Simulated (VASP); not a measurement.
# Cu (Fm-3m) in VASP: a series of runs

Aim: see how the results for Cu move with the level of theory and the settings. Levels: AM05, PBE+D3(BJ). Tasks: band structure, equation of state.

All numbers are computed with VASP 6.6.1; they aren't measurements. Logs are shortened: lines on timing, memory, paths and dates and some standing lists are left out, and cuts for length are marked.

## (1) The structure

It takes space group Fm-3m (No. 225, cubic). Conventional cell: a = 3.615 Å, b = 3.615 Å, c = 3.615 Å, α = 90.00°, β = 90.00°, γ = 90.00°. Cu (site symmetry m-3m) is surrounded by 12 Cu at 2.56 Å.

## (2) Band structure, AM05

INCAR

```
PREC = Accurate
ENCUT = 520
EDIFF = 1E-7
ISMEAR = -1
SIGMA = 0.05
LREAL = False
LASPH = True
NELM = 80
ALGO = Normal
ISIF = 2
LWAVE = False
LCHARG = False
LMAXMIX = 4
GGA = AM
```

KPOINTS

```
Automatic mesh
0
Gamma
  13 13 13
```

POSCAR

```
Cu
1.0
    0.0000000000      1.8075000000      1.8075000000
    1.8075000000      0.0000000000      1.8075000000
    1.8075000000      1.8075000000      0.0000000000
Cu
1
Direct
    0.0000000000      0.0000000000      0.0000000000
```

KPOINTS_OPT

```
path GXWKGLUWLK,UX
20
line-mode
reciprocal
 0.0000000000  0.0000000000  0.0000000000  G
 0.5000000000  0.0000000000  0.5000000000  X

 0.5000000000  0.0000000000  0.5000000000  X
 0.5000000000  0.2500000000  0.7500000000  W

 0.5000000000  0.2500000000  0.7500000000  W
 0.3750000000  0.3750000000  0.7500000000  K

 0.3750000000  0.3750000000  0.7500000000  K
 0.0000000000  0.0000000000  0.0000000000  G

 0.0000000000  0.0000000000  0.0000000000  G
 0.5000000000  0.5000000000  0.5000000000  L

 0.5000000000  0.5000000000  0.5000000000  L
 0.6250000000  0.2500000000  0.6250000000  U

 0.6250000000  0.2500000000  0.6250000000  U
 0.5000000000  0.2500000000  0.7500000000  W

 0.5000000000  0.2500000000  0.7500000000  W
 0.5000000000  0.5000000000  0.5000000000  L

 0.5000000000  0.5000000000  0.5000000000  L
 0.3750000000  0.3750000000  0.7500000000  K

 0.6250000000  0.2500000000  0.6250000000  U
 0.5000000000  0.0000000000  0.5000000000  X
```

Potentials or basis: VASP PAW PBE potentials, release 64 (Cu).

The run is started by

```console
$ cat potpaw_PBE.64/Cu/POTCAR > POTCAR
$ mpirun -np 1 vasp_std > vasp.out
```

OUTCAR:

```text
PREC = Accurate
   ENCUT = 520
   EDIFF = 1E-7
   ISMEAR = -1
   LREAL = False
   LASPH = True
   NELM = 80
   ISIF = 2
   GGA = AM

 ion  position               nearest neighbor table
   1  0.000  0.000  0.000-

  LATTYP: Found a face centered cubic cell.
 ALAT       =     3.6150000000

  Lattice vectors:

 A1 = (   0.0000000000,   1.8075000000,   1.8075000000)
 A2 = (   1.8075000000,   0.0000000000,   1.8075000000)
 A3 = (   1.8075000000,   1.8075000000,   0.0000000000)

Analysis of symmetry for initial positions (statically):
=====================================================================
 Subroutine PRICEL returns:
 Original cell was already a primitive cell.

 Routine SETGRP: Setting up the symmetry group for a
 face centered cubic supercell.

 Subroutine GETGRP returns: Found 48 space group operations
 (whereof 48 operations were pure point group operations)
 out of a pool of 48 trial point group operations.

The static configuration has the point symmetry O_h .

Analysis of symmetry for dynamics (positions and initial velocities):
=====================================================================
 Subroutine PRICEL returns:
 Original cell was already a primitive cell.

 Routine SETGRP: Setting up the symmetry group for a
 face centered cubic supercell.

 Subroutine GETGRP returns: Found 48 space group operations
 (whereof 48 operations were pure point group operations)
 out of a pool of 48 trial point group operations.

The dynamic configuration has the point symmetry O_h .

 Subroutine INISYM returns: Found 48 space group operations
 (whereof 48 operations are pure point group operations),
 and found     1 'primitive' translations

----------------------------------------------------------------------------------------

                                     Primitive cell

  volume of cell :      11.8104

  direct lattice vectors                    reciprocal lattice vectors
     0.000000000  1.807500000  1.807500000    -0.276625173  0.276625173  0.276625173
     1.807500000  0.000000000  1.807500000     0.276625173 -0.276625173  0.276625173
     1.807500000  1.807500000  0.000000000     0.276625173  0.276625173 -0.276625173

  length of vectors
     2.556191014  2.556191014  2.556191014     0.479128854  0.479128854  0.479128854

  position of ions in fractional coordinates (direct lattice)
     0.000000000  0.000000000  0.000000000

  ion indices of the primitive-cell ions
   primitive index   ion index
                 1           1

----------------------------------------------------------------------------------------

 KPOINTS: Automatic mesh

Automatic generation of k-mesh.
 Grid dimensions read from file:
 generate k-points for:   13   13   13

 Generating k-lattice:

  Cartesian coordinates                     Fractional coordinates (reciprocal lattice)
    -0.021278859  0.021278859  0.021278859     0.076923077  0.000000000  0.000000000
     0.021278859 -0.021278859  0.021278859     0.000000000  0.076923077  0.000000000
     0.021278859  0.021278859 -0.021278859     0.000000000  0.000000000  0.076923077

  Length of vectors
     0.036856066  0.036856066  0.036856066

  Shift w.r.t. Gamma in fractional coordinates (k-lattice)
     0.000000000  0.000000000  0.000000000

 Subroutine IBZKPT returns following result:
 ===========================================

 Found     84 irreducible k-points:

 Following reciprocal coordinates:
            Coordinates               Weight
  0.000000  0.000000  0.000000      1.000000
  0.076923  0.000000  0.000000      8.000000
  0.153846  0.000000  0.000000      8.000000
  0.230769  0.000000  0.000000      8.000000
  0.307692  0.000000  0.000000      8.000000
  0.384615  0.000000  0.000000      8.000000
[... 16 lines left out ...]
  0.384615  0.153846  0.000000     24.000000
  0.461538  0.153846  0.000000     24.000000
 [... further k-points ...]
   k-points           NKPTS =     84   k-points in BZ     NKDIM =     84   number of bands    NBANDS=      9
   number of dos      NEDOS =    301   number of ions     NIONS =      1
   total plane-waves  NPLWV =   8000
   dimension x,y,z NGX =    20 NGY =   20 NGZ =   20
   dimension x,y,z NGXF=    40 NGYF=   40 NGZF=   40
   ions per type =               1
   NGX,Y,Z   is equivalent  to a cutoff of  13.01, 13.01, 13.01 a.u.
   NGXF,Y,Z  is equivalent  to a cutoff of  26.01, 26.01, 26.01 a.u.
 SYSTEM =  unknown system
   PREC   = accura    normal or accurate (medium, high low for compatibility)
   ISTART =      0    job   : 0-new  1-cont  2-samecut
   ICHARG =      2    charge: 1-file 2-atom 10-const
   ISPIN  =      1    spin polarized calculation?
   LNONCOLLINEAR =      F non collinear calculations
   LSORBIT =      F    spin-orbit coupling
   LASPH  =      T    aspherical Exc in radial PAW
   ENCUT  =  520.0 eV  38.22 Ry    6.18 a.u.   4.75  4.75  4.75*2*pi/ulx,y,z
   NELM   =     80;   NELMIN=  2; NELMDL= -5     # of ELM steps
   EDIFF  = 0.1E-06   stopping-criterion for ELM
   LREAL  =      F    real-space projection
   EDIFFG = 0.1E-05   stopping-criterion for IOM
   NSW    =      0    number of steps for IOM
   IBRION =     -1    ionic relax: 0-MD 1-quasi-New 2-CG
   NFREE  =      0    steps in history (QN), initial steepest desc. (CG)
   ISIF   =      2    stress and relaxation
   ISYM   =      2    0-nonsym 1-usesym 2-fastsym
   POTIM  = 0.5000    time-step for ionic-motion
   TEBEG  =    0.0;   TEEND  =   0.0 temperature during run
   PSTRESS=    0.0 pullay stress
   NELECT =      11.0000    total number of electrons
   NUPDOWN=      -1.0000    fix difference up-down
   EMIN   =  10.00;   EMAX   =-10.00  energy-range for DOS
   EFERMI =   0.00;   METHOD = LEGACY
   ISMEAR =    -1;   SIGMA  =   0.05  broadening in eV -4-tet -1-fermi 0-gaus
   EFERMI_NEDOS =   21; number of points for ismear=-14 and -15
   IALGO  =     38    algorithm
   IMIX   =      4    mixing-type and parameters
     AMIX     =   0.40;   BMIX     =  1.00
     AMIX_MAG =   1.60;   BMIX_MAG =  1.00
  volume/ion in A,a.u.               =      11.81        79.70
  Fermi-wavevector in a.u.,A,eV,Ry     =   1.598763  3.021224 34.777078  2.556043
  Thomas-Fermi vector in A             =   2.696162
   LORBIT       =      0    0 simple, 1 ext, 2 COOP (PROOUT), +10 PAW based schemes
   GGA     = AM    functional components
   LHFCALC =     F    Hartree Fock is set to
   AEXX    =    0.0000 exact exchange contribution
   IVDW    =     0    specifies the selected vdW correction
   LEPSILON=     F    determine dielectric tensor
   LRPA    =     F    only Hartree local field effects (RPA)
 non-spin polarized calculation
  energy-cutoff  :      520.00
  volume of cell :       11.81
 maximum number of plane-waves:       331
   NGX =  9   NGY =  9   NGZ =  9

 number of electron      11.0000001 magnetization

 Free energy of the ion-electron system (eV)
  ---------------------------------------------------
  ext. energy  EPLUGINS =         0.00000000
  ---------------------------------------------------
  free energy    TOTEN  =        -4.05835831 eV

  energy without entropy =       -4.05560472  energy(sigma->0) =       -4.05698151

 E-fermi :   7.5794     XC(G=0): -12.8909

 val. band max:        7.3929665740   @ k =   0.4615   0.2308   0.0000
 cond. band min:       7.5970819230   @ k =   0.4615   0.3077   0.0000
 fundamental gap:      0.2041153490
 Fermi energy:         7.5794472710

 k-point     1 :       0.0000    0.0000    0.0000
  band No.  band energies     occupation
      1      -1.9616      2.00000
      2       4.3829      2.00000
      3       4.3829      2.00000
      4       4.3829      2.00000
      5       5.2150      2.00000
      6       5.2150      2.00000
      7      29.9429      0.00000
      8      32.6349      0.00000
      9      32.6350      0.00000

 k-point     2 :       0.0769    0.0000    0.0000
  band No.  band energies     occupation
      1      -1.7465      2.00000
      2       4.3377      2.00000
      3       4.4228      2.00000
      4       4.4228      2.00000
      5       5.1997      2.00000
      6       5.1997      2.00000
      7      28.5251      0.00000
      8      30.8992      0.00000
      9      32.0154      0.00000

 k-point     3 :       0.1538    0.0000    0.0000
  band No.  band energies     occupation
      1      -1.1157      2.00000
      2       4.2269      2.00000
      3       4.5093      2.00000
      4       4.5093      2.00000
      5       5.1849      2.00000
      6       5.1849      2.00000
      7      24.6898      0.00000
      8      30.4406      0.00000
      9      31.0961      0.00000

 k-point     4 :       0.2308    0.0000    0.0000
  band No.  band energies     occupation
      1      -0.1273      2.00000
      2       4.1307      2.00000
      3       4.5476      2.00000
      4       4.5476      2.00000
      5       5.2569      2.00000
      6       5.2569      2.00000
      7      20.7750      0.00000
      8      29.9604      0.00000
      9      30.3623      0.00000
[... 205 lines left out ...]
 k-point    22 :       0.3077    0.1538    0.0000
  band No.  band energies     occupation
      1       0.9038      2.00000
      2       3.8152      2.00000
      3       4.4908      2.00000
      4       4.7909      2.00000
      5       5.3580      2.00000
      6       5.5423      2.00000
      7      20.1007      0.00000
      8      25.7102      0.00000
      9      26.9686      0.00000

 k-point    23 :       0.3846    0.1538    0.0000
  band No.  band energies     occupation
      1       1.9555      2.00000
      2       3.8561      2.00000
      3       4.3346      2.00000
      4       4.7372      2.00000
      5       5.7041      2.00000
      6       5.9888      2.00000
      7      16.5699      0.00000
      8      25.4100      0.00000
      9      25.6162      0.00000

 k-point    24 :       0.4615    0.1538    0.0000
  band No.  band energies     occupation
      1       2.5782      2.00000
      2       4.0236      2.00000
      3       4.3885      2.00000
      4       4.6626      2.00000
      5       5.7956      2.00000
      6       7.0695      1.99993
      7      13.4801      0.00000
      8      24.2369      0.00000
      9      25.5948      0.00000

 [... further k-points ...]

------------------------ aborting loop because EDIFF is reached ----------------------------------------

  FORCE on cell =-STRESS in cart. coord.  units (eV):
  Direction    XX          YY          ZZ          XY          YZ          ZX
  --------------------------------------------------------------------------------------
  -------------------------------------------------------------------------------------
  Total       -0.4512551     -0.4512551     -0.4512551      0.0000000      0.0000000      0.0000000
  in kB      -61.2163958    -61.2163958    -61.2163958      0.0000000      0.0000000      0.0000000
  external PRESSURE =     -61.2163958 kB  Pullay stress =       0.0000000 kB

 VOLUME and BASIS-vectors are now :
 -----------------------------------------------------------------------------
  energy-cutoff  :      520.00
  volume of cell :       11.81
      direct lattice vectors                 reciprocal lattice vectors
     0.000000000  1.807500000  1.807500000    -0.276625173  0.276625173  0.276625173
     1.807500000  0.000000000  1.807500000     0.276625173 -0.276625173  0.276625173
     1.807500000  1.807500000  0.000000000     0.276625173  0.276625173 -0.276625173

 POSITION                                       TOTAL-FORCE (eV/Angst)
 -----------------------------------------------------------------------------------
      0.00000      0.00000      0.00000         0.000000      0.000000      0.000000
 -----------------------------------------------------------------------------------
    total drift:                               -0.000000     -0.000000     -0.000000

  FREE ENERGIE OF THE ION-ELECTRON SYSTEM (eV)
  ---------------------------------------------------
  free  energy   TOTEN  =        -4.0583583052 eV

  energy  without entropy=       -4.0556047235  energy(sigma->0) =       -4.05698151
```

Wall time 12 s (1 thread of AMD EPYC 9R45 (Zen 5), shared host); peak memory 0.11 GiB.

Results:

- Free energy: -4.0584 eV
- Pressure: -6.1 GPa
- Band gap along the path: none (metal or under the smearing width)

Levels at the corners of the path, in eV from the Fermi level:
```tsv
point	band 1	band 2	band 3	band 4	band 5	band 6	band 7	band 8	band 9
Γ	-9.54	-3.20	-3.20	-3.20	-2.36	-2.36	22.36	25.06	25.06
X	-5.06	-4.60	-1.81	-1.66	-1.66	1.30	6.94	12.90	12.90
X	-5.06	-4.60	-1.81	-1.66	-1.66	1.30	6.94	12.90	12.90
W	-4.32	-3.71	-3.71	-2.41	-1.66	6.01	6.01	8.09	8.66
W	-4.32	-3.71	-3.71	-2.41	-1.66	6.01	6.01	8.09	8.66
K	-4.47	-4.24	-2.94	-2.23	-1.86	4.14	5.54	7.67	14.98
K	-4.47	-4.24	-2.94	-2.23	-1.86	4.14	5.54	7.67	14.98
Γ	-9.54	-3.20	-3.20	-3.20	-2.36	-2.36	22.36	25.06	25.06
Γ	-9.54	-3.20	-3.20	-3.20	-2.36	-2.36	22.36	25.06	25.06
L	-5.25	-3.23	-3.23	-1.80	-1.80	-1.21	3.59	20.84	21.91
L	-5.25	-3.23	-3.23	-1.80	-1.80	-1.21	3.59	20.84	21.91
U	-4.47	-4.24	-2.94	-2.23	-1.86	4.14	5.54	7.67	14.98
U	-4.47	-4.24	-2.94	-2.23	-1.86	4.14	5.54	7.67	14.98
W	-4.32	-3.71	-3.71	-2.41	-1.66	6.01	6.01	8.09	8.66
W	-4.32	-3.71	-3.71	-2.41	-1.66	6.01	6.01	8.09	8.66
L	-5.25	-3.23	-3.23	-1.80	-1.80	-1.21	3.59	20.84	21.91
L	-5.25	-3.23	-3.23	-1.80	-1.80	-1.21	3.59	20.84	21.91
K	-4.47	-4.24	-2.94	-2.23	-1.86	4.14	5.54	7.67	14.98
U	-4.47	-4.24	-2.94	-2.23	-1.86	4.14	5.54	7.67	14.98
X	-5.06	-4.60	-1.81	-1.66	-1.66	1.30	6.94	12.90	12.90
```

Caveat: the PAW data sets were made with another functional, which shifts forces and pressure a little.

(Continued in part 2 of 2.)
